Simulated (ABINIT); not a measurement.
Pb:

```xyz
1
Lattice="0.0000 2.4750 2.4750 2.4750 0.0000 2.4750 2.4750 2.4750 0.0000" Properties=species:S:1:pos:R:3 pbc="T T T"
Pb    0.0000    0.0000    0.0000
```

Program: ABINIT 10.8.3 (patched build). Alike in all runs: task single point; potentials or basis JTH PAW PBE v2.0; no spin polarisation; cell as given; k mesh 9 × 9 × 9; cutoff (eV) 707; smearing fermi-dirac 0.05 eV.

Problem. Order these runs on this cell by their pressure, lowest first.
A. level PW91
B. level LDA
C. level BLYP
D. level SCAN
E. level RPBE

Solution. B (-2.5 GPa), D (-0.1 GPa), A (1.8 GPa), E (3.5 GPa), C (5.6 GPa).

Caveats: the PAW data sets were made with another functional, which shifts forces and pressure a little.
